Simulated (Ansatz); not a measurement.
# PbS (Cmcm) in Ansatz: band structure with HF

Aim: the band structure of PbS with HF.

All numbers are computed with Ansatz 0.2.0; they aren't measurements. Logs are shortened: lines on timing, memory, paths and dates and some standing lists are left out, and cuts for length are marked.

## Step 1: The crystal as given

Symmetry: Cmcm, No. 63, orthorhombic system. The conventional cell has a = 4.160 Å, b = 11.983 Å, c = 4.279 Å, α = 90.00°, β = 90.00°, γ = 90.00°. Pb (site symmetry m2m) is surrounded by 5 S at 2.69 to 2.99 Å. S (site symmetry m2m) has 5 Pb at 2.69 to 2.99 Å as nearest neighbours.

Measurements of this composition are mostly on another form, of space group No. 225.

## Step 2: Band structure, HF

File input.yaml:

```yaml
crystal:
  lattice:
    - [2.079952695, -5.991296865, 0.0]
    - [2.079952695, 5.991296865, 0.0]
    - [0.0, 0.0, 4.27932094]
  atoms:
    - { symbol: Pb, position: [0.13056335, 0.86943665, 0.25] }
    - { symbol: Pb, position: [0.86943665, 0.13056335, 0.75] }
    - { symbol: S, position: [0.35479709, 0.64520291, 0.25] }
    - { symbol: S, position: [0.64520291, 0.35479709, 0.75] }
hamiltonian:
  xc: hf
  pseudopotentials: { kind: paw }
kpoints:
  mp_grid: { grid: [4, 4, 4] }
  band_path:
    path:
      - [[0.0, 0.0, 0.0], [0.2801304242, 0.2801304242, 0.0], [0.0, 0.5, 0.0], [0.0, 0.5, 0.5], [0.2801304242, 0.2801304242, 0.5], [0.0, 0.0, 0.5], [0.0, 0.0, 0.0], [-0.5, 0.5, 0.0], [-0.2801304242, 0.7198695758, 0.0], [-0.2801304242, 0.7198695758, 0.5], [-0.5, 0.5, 0.5], [-0.5, 0.5, 0.0]]
      - [[0.0, 0.0, 0.5], [-0.5, 0.5, 0.5]]
    npoints: 4
scf:
  occupations: { method: fermi_dirac, width: 0.05 }
  n_extra_bands: 10
output:
  forces: true
  stress: true
  eigenvalues: true
  fatbands: false
```

Potentials or basis: Ansatz PAW.

Launch:

```bash
$ ansatz run input.yaml --threads 2 --pin off --max-ram 5632MiB --backend cpu --events-out ev --progress --plain --runs-dir out
```

The program printed:

```text
Warning: output.stress: scf.convergence.dr2_threshold = 1e-7 eV (the SCF's general default) is looser than the 4e-10 eV advised for a printed stress (1e-10 eV for each atom of the cell: 4). What an SCF threshold leaves in a stress goes as its square root, and in the free energy as the threshold itself, and one threshold admits the most on a small cell: of the crystals measured, under no hybrid functional and no lock of the moments, on runs that ended without the residual-converged pass, on stresses that held no estimate of that error, the worst erred by over 100 MPa in a component at 1e-7 eV an atom and by under 5 at 1e-10. Set scf.convergence.dr2_threshold to 4e-10 eV or tighter. The threshold is an SCF's pass mark: one that does not reach it within its budget of iterations ends unconverged, or closes short of it on a stop that the run arms, and scf.convergence.dr2_threshold's page says what that costs each kind of run
Warning: output.stress: scf.exx.energy_threshold = 1e-6 eV is looser than the 4e-8 eV advised for a stress under a hybrid functional (1e-8 eV for each atom of the cell: 4). Every SCF of the exchange loop can meet its threshold on dr2 while the loop round them stops early: no threshold on dr2 bounds what that leaves in the stress. Set scf.exx.energy_threshold to 4e-8 eV or tighter. The threshold is the loop's pass mark: a loop that does not reach it within its budget of cycles ends unconverged, and scf.exx.energy_threshold's page has the law
Warning: RAYON_NUM_THREADS=2 ignored (pool sized by the plan → 2); use --threads N
scf.n_extra_bands = 10 over 20 filled bands (N_el = 40.0): the run solves 30 bands
Engine: ansatz 0.2.0, aarch64-unknown-linux-gnu
Pseudopotentials: kind: paw
Pseudopotential: Pb, paw, valence charge 14, recommended cutoff 420 eV (normal), Pb.paw.azcp
Pseudopotential: S, paw, valence charge 6, recommended cutoff 420 eV (normal), S.paw.azcp
Functional definition: HF
  exchange = exact_x
  correlation = 0
Crystal: 4 atoms, lattice volume = 106.654 Å³
Basis set: ecut = 420 eV, 2077 PW (Γ)
Bands: 30, of which v1, the nominal top of the filled ones, is band 20 counted from 1 (19 counted from 0)
Symmetry: 8 space group operations
Space group: Cmcm (ITA 63), of the structure as read, at distance tolerance 4.7e-5 Å
k-points: 21 of 64
Non-local potential: Pb, projectors of the file, l = 0: 2, l = 1: 2, l = 2: 2, l = 3: 2
Non-local potential: S, projectors of the file, l = 0: 2, l = 1: 2, l = 2: 2
PAW form: soft (Blöchl's): semilocal exchange-correlation on the pseudo side does not see the compensation charge
PAW frozen core: Pb, regenerated for the run's functional, and the local potential with it (the file was generated under x = pbe(κ = 0.804, μ = 0.2195149727645171), c = pbe(β = 0.06672455060314922))
PAW frozen core: S, regenerated for the run's functional, and the local potential with it (the file was generated under x = pbe(κ = 0.804, μ = 0.2195149727645171), c = pbe(β = 0.06672455060314922))
PAW one-centre angular grid: Pb, 590 points (default); XC on 64 Gauss nodes
PAW one-centre angular grid: S, 110 points (default); XC on 64 Gauss nodes
Initial density: superposition of atomic densities (neutral atoms: chi_scale 0, normalization atom), corrected by the library's trained network
Initial wavefunctions: pseudopotential atomic-orbital guess
Functional: x = pbe(κ = 0.804, μ = 0.2195149727645171), c = none, warm-up for x = 0 pbe(κ = 0.804, μ = 0.2195149727645171) + 1 exact, c = none
SCF iter   1: F=—  HF=-25309.782011 eV  |F-HF|=—  |Δ(HF+E_count)|=         —  Δρ=5.94e-3  dr2=5.24e-2  ethr=1.77e-3  ⟨swp⟩=14.8  Hψ=3317  notcnv=0
preconditioner: auto → none  [insulator: Δε(μ)=1.396 eV  Ē_g=16.419 eV  σ=0.050 eV  W_gap=1.00  n_scr=26 (ndim 8)  ℏωp=22.7 eV  f_vac=0.000  D(μ)=0.00/eV (n_scr^D=0)]
SCF iter   2: F=—  HF=-25309.770692 eV  |F-HF|=—  |Δ(HF+E_count)|=   1.13e-2  Δρ=1.94e-3  dr2=8.22e-3  ethr=1.31e-4  ⟨swp⟩=3.7  Hψ=1401  notcnv=0  defer=5
SCF iter   3: F=—  HF=-25309.770528 eV  |F-HF|=—  |Δ(HF+E_count)|=   1.63e-4  Δρ=8.34e-4  dr2=2.12e-3  ethr=2.06e-5  ⟨swp⟩=3.5  Hψ=1560  notcnv=0  defer=4
iter 4 solved again at ethr=2.16e-7 eV; its pass at ethr=5.29e-6 eV (dr2=8.62e-5 eV) is discarded
SCF iter   4: F=-25309.770164 eV  HF=-25309.770161 eV  |F-HF|=2.71e-6  |Δ(HF+E_count)|=   3.67e-4  Δρ=3.22e-4  dr2=1.09e-4  ethr=2.16e-7  ⟨swp⟩=4.0  Hψ=2716  notcnv=0  defer=1
eigensolver tolerance schedule calibrated: the retry pair's looser diagonalisation under-reported the residual by θ = 0.21 (0.15/decade); ethr = c·dr2/N_el runs at the constant in force after the calibration composes with the one it found (an armed cap, an earlier calibration), c = 4.3e-2
SCF 1 stopped early in 4 iterations: F = -25309.770164 eV  dr2 = 1.09e-4
Initial density: handed on by an earlier stage of this run
Initial wavefunctions: those handed on with the density
Functional: x = 0 pbe(κ = 0.804, μ = 0.2195149727645171) + 1 exact, c = none
Frozen-core exchange: fock
SCF iter   1: F=—  HF=-25320.809132 eV  |F-HF|=—  |Δ(HF+E_count)|=         —  Δρ=1.61e-2  dr2=2.05e-1  ethr=2.74e-6  ⟨swp⟩=8.2  Hψ=3425  notcnv=0
preconditioner: auto → none  [insulator: Δε(μ)=6.086 eV  Ē_g=16.811 eV  σ=0.050 eV  W_gap=1.00  n_scr=26 (ndim 8)  ℏωp=14.4 eV  f_vac=0.000  D(μ)=0.00/eV (n_scr^D=0)]
SCF iter   2: F=—  HF=-25320.704448 eV  |F-HF|=—  |Δ(HF+E_count)|=   1.05e-1  Δρ=5.56e-3  dr2=2.27e-1  ethr=2.74e-6  ⟨swp⟩=4.0  Hψ=2287  notcnv=0
SCF iter   3: F=—  HF=-25320.690632 eV  |F-HF|=—  |Δ(HF+E_count)|=   1.38e-2  Δρ=6.10e-4  dr2=1.95e-1  ethr=2.74e-6  ⟨swp⟩=4.0  Hψ=1892  notcnv=0
[... 16 lines left out ...]
  Residual-converged pass: ⟨swp⟩=2.7  Hψ=1090  notcnv=0  max |occ|·‖R‖ = 6.3e-6 eV (tolerance 6.7e-6 eV)  dr2=2.05e-7  dr2_onsite=7.03e-9  max |Δocc| = 0.0e0
hybrid outer 2: dexx = +6.350e-4 eV, tail = 2.59e-5 eV, Δε = 4.34e-2 eV (about 4.23e-3 eV left of the loop's levels), ΔF = 1.77e-1 eV/Å (tail 6.15e-2)
Frozen-core exchange: fock
SCF iter   1: F=—  HF=-25321.289875 eV  |F-HF|=—  |Δ(HF+E_count)|=         —  Δρ=4.21e-5  dr2=1.67e-6  ethr=3.23e-7  ⟨swp⟩=4.5  Hψ=1373  notcnv=0
SCF iter   2: F=—  HF=-25321.289877 eV  |F-HF|=—  |Δ(HF+E_count)|=   1.54e-6  Δρ=2.59e-5  dr2=5.76e-7  ethr=1.32e-9  ⟨swp⟩=4.2  Hψ=1809  notcnv=0  defer=1
SCF iter   3: F=—  HF=-25321.289877 eV  |F-HF|=—  |Δ(HF+E_count)|=   1.14e-7  Δρ=9.65e-6  dr2=1.29e-7  ethr=4.76e-10  ⟨swp⟩=4.1  Hψ=1826  notcnv=0
SCF iter   4: F=—  HF=-25321.289877 eV  |F-HF|=—  |Δ(HF+E_count)|=   3.26e-8  Δρ=2.33e-6  dr2=1.12e-8  ethr=9.90e-11  ⟨swp⟩=4.3  Hψ=1846  notcnv=0  defer=1
SCF iter   5: F=—  HF=-25321.289877 eV  |F-HF|=—  |Δ(HF+E_count)|=   3.64e-9  Δρ=9.49e-7  dr2=3.06e-9  ethr=5.80e-12  ⟨swp⟩=4.4  Hψ=1836  notcnv=0  defer=6
SCF iter   6: F=-25321.289877 eV  HF=-25321.289877 eV  |F-HF|=2.33e-10  |Δ(HF+E_count)|=  8.40e-10  Δρ=4.70e-7  dr2=4.34e-10  ethr=1.91e-12  ⟨swp⟩=4.5  Hψ=1613  notcnv=0  defer=7
SCF 4 converged in 6 iterations: F = -25321.289877 eV  dr2 = 4.34e-10
  Residual-converged pass: ⟨swp⟩=2.9  Hψ=1103  notcnv=0  max |occ|·‖R‖ = 4.1e-7 eV (tolerance 4.1e-7 eV)  dr2=4.36e-10  dr2_onsite=2.25e-11  max |Δocc| = 0.0e0
hybrid outer 3: dexx = +2.997e-6 eV, tail = 6.85e-8 eV, Δε = 1.11e-3 eV (about 9.42e-5 eV left of the loop's levels), ΔF = 3.62e-3 eV/Å (tail 3.16e-3)
Frozen-core exchange: fock
SCF iter   1: F=—  HF=-25321.289877 eV  |F-HF|=—  |Δ(HF+E_count)|=         —  Δρ=1.59e-6  dr2=3.59e-9  ethr=8.57e-10  ⟨swp⟩=6.1  Hψ=1631  notcnv=0
preconditioner: auto → none  [insulator: Δε(μ)=6.750 eV  Ē_g=16.964 eV  σ=0.050 eV  W_gap=1.00  n_scr=26 (ndim 8)  ℏωp=14.4 eV  f_vac=0.000  D(μ)=0.00/eV (n_scr^D=0)]
SCF iter   2: F=—  HF=-25321.289877 eV  |F-HF|=—  |Δ(HF+E_count)|=   3.84e-9  Δρ=1.16e-6  dr2=1.51e-9  ethr=1.89e-12  ⟨swp⟩=4.3  Hψ=1881  notcnv=0  defer=2
SCF iter   3: F=-25321.289877 eV  HF=-25321.289877 eV  |F-HF|=1.24e-10  |Δ(HF+E_count)|=  5.71e-10  Δρ=3.01e-7  dr2=1.63e-10  ethr=1.00e-12  ⟨swp⟩=4.0  Hψ=1755  notcnv=0
SCF 5 converged in 3 iterations: F = -25321.289877 eV  dr2 = 1.63e-10
  Residual-converged pass: ⟨swp⟩=2.0  Hψ=995  notcnv=0  max |occ|·‖R‖ = 3.9e-7 eV (tolerance 4.1e-7 eV)  dr2=1.63e-10  dr2_onsite=1.42e-11  max |Δocc| = 0.0e0
hybrid outer 4: dexx = +1.186e-8 eV, tail = 8.44e-10 eV, Δε = 1.23e-4 eV (about 1.81e-5 eV left of the loop's levels), ΔF = 1.69e-3 eV/Å (tail 7.44e-4)
NSCF: frozen V_eff on 50 k-points
hybrid SCF converged: 4 outer / 21 inner (+4 warm-up), last move |dexx| = 1.19e-8 eV, tail = 8.44e-10 eV
Stability not checked: this state was not tested for a lower state beside it, because the functional holds exact exchange (a hybrid, or Hartree-Fock), whose exchange loop this test does not read (fock_operator; see scf.lower_state_search)
Free energy (F): -25321.289877 eV
Frozen-core exchange: fock
Harris-Foulkes:  -25321.289877 eV  (|F-HF|=1.24e-10)
Internal energy: -25321.289877 eV  (E = F + TS)
E sigma→0 (E₀):  -25321.289877 eV
Fermi energy:    8.935505 eV
--- Per-component energies (eV) ---
  E_band       = -373.249095
  E_kinetic    = 784.829150
  E_local      = -2512.360217  (includes V_loc(G=0)·N_el)
  E_nonlocal   = 746.653447
  E_hartree    = 991.346172
  E_xc         = 0.000000
  E_vxc        = 0.000000  (∫ρ·V_xc dr)
  E_exx        = -409.167310  (= α·E_x^exact, valence–valence)
  E_paw        = -21945.873319  (= ΣΔE_a)
  E_vpaw       = -556.729095  (= ΣTr[D̂ρ^β])
  E_aug_tail   = 0.000108  (compensation charges beyond the density's cutoff)
  E_ewald      = -2979.245620
  E_core_change = 2.527711  (= ΣΔE_core)
  E_smearing   = -0.000000  (= −TS)
  E_closure    = -0.000000  (closes the sum)
  Σ components = -25321.289877   (vs F -25321.289877, Δ=0.00e0)
--- Forces (eV/Å), atoms counted from 1 ---
  atom   1  Pb     0.00000000    -0.15608468     0.00000000
  atom   2  Pb     0.00000000     0.15608468     0.00000000
  atom   3  S      0.00000000     0.45226734     0.00000000
  atom   4  S      0.00000000    -0.45226734     0.00000000
  max |Σ_I F_I| component: 5.55e-17 eV/Å
--- Stress (GPa, compression-positive) ---
        6.006413       0.000000       0.000000
        0.000000       2.742740       0.000000
        0.000000       0.000000       6.033801
  P = ⅓ Tr σ = 4.9277 GPa (49.277 kbar)
--- Band table (eV; the first three rows and the last of 21) ---
  k-point 0: bands = ["-17.4496", "-17.2815", "-17.2788", "-17.2715", "-17.2591", "-17.2329", "-17.2292", "-17.1700", "-17.1564", "-17.1097", "-13.0815", "-10.7767", "-2.6915", "-1.4795", "-0.4988", "1.1209", "1.8181", "2.8304", "3.0575", "4.6677", "16.4130", "16.7974", "17.1687", "18.0521", "18.2669", "18.5325", "18.8550", "19.3308", "19.7694", "22.1437"]
  k-point 1: bands = ["-17.4021", "-17.3018", "-17.2981", "-17.2897", "-17.2519", "-17.2220", "-17.2140", "-17.1616", "-17.1537", "-17.1339", "-12.6435", "-10.8846", "-4.0397", "-2.8780", "0.0349", "2.3845", "2.4302", "3.2723", "4.4410", "4.5206", "14.9575", "15.2178", "15.3467", "16.5096", "17.4036", "17.4152", "18.9738", "20.8388", "21.5400", "22.7351"]
  k-point 2: bands = ["-17.3261", "-17.3261", "-17.3234", "-17.3234", "-17.2277", "-17.2277", "-17.1793", "-17.1793", "-17.1536", "-17.1536", "-11.6039", "-11.6039", "-4.4504", "-4.4504", "1.5224", "1.5224", "3.4568", "3.4568", "5.5301", "5.5301", "13.1487", "13.1487", "14.3326", "14.3326", "17.4989", "17.4989", "22.5293", "22.5293", "22.9481", "22.9481"]
  k-point 20: bands = ["-17.3330", "-17.3330", "-17.3171", "-17.3171", "-17.2251", "-17.2251", "-17.1663", "-17.1663", "-17.1593", "-17.1593", "-11.5507", "-11.5507", "-5.1097", "-5.1097", "3.3671", "3.3671", "3.4354", "3.4354", "5.4141", "5.4141", "13.0159", "13.0159", "14.8816", "14.8816", "15.2206", "15.2206", "21.0767", "21.0767", "21.7915", "21.7915"]
```

Run time: 8.9 min. Hardware: 2 threads of Arm Neoverse V1, shared host; peak memory 2 GiB.

What came out:

```yaml
Free_energy: -25321.2899 eV
Pressure: 4.9 GPa
Largest_force: 0.452 eV/Å
Band_gap_along_the_path: 6.37 eV, indirect (least direct gap 6.55 eV)
```

Forces in eV/Å, atoms in the order of the input:
```
Pb   0.000 -0.156  0.000
Pb   0.000  0.156  0.000
S    0.000  0.452  0.000
S    0.000 -0.452  0.000
```

Levels at the corners of the path, in eV from the valence-band top:
```
point  band 18  band 19  band 20  band 21  band 22  band 23
    Γ    -3.08    -2.85    -1.24    10.51    10.89    11.26
    X    -2.59    -0.98    -0.38     7.05     7.37     7.52
    S    -2.46    -0.66    -0.56     7.22     7.23     7.67
    R    -4.94    -2.60    -2.60     9.18     9.18    11.75
    A    -4.40    -2.59    -2.59     8.97     8.97    11.86
    Z    -2.45    -0.38    -0.38     7.24     7.24     8.42
    Γ    -3.08    -2.85    -1.24    10.51    10.89    11.26
    Y    -3.02    -2.66    -1.09     6.37    10.57    10.70
   X1    -2.59    -0.98    -0.38     7.05     7.37     7.52
   A1    -4.40    -2.59    -2.59     8.97     8.97    11.86
    T    -2.47    -0.49    -0.49     7.11     7.11     8.97
    Y    -3.02    -2.66    -1.09     6.37    10.57    10.70
    Z    -2.45    -0.38    -0.38     7.24     7.24     8.42
    T    -2.47    -0.49    -0.49     7.11     7.11     8.97
```

Caveat: spin-orbit coupling is left out, which moves the levels of the heavy elements; the PAW data sets come from PBE, with cores solved anew for the run's functional, which leaves a small shift of forces and pressure; the thresholds are loose for stress.
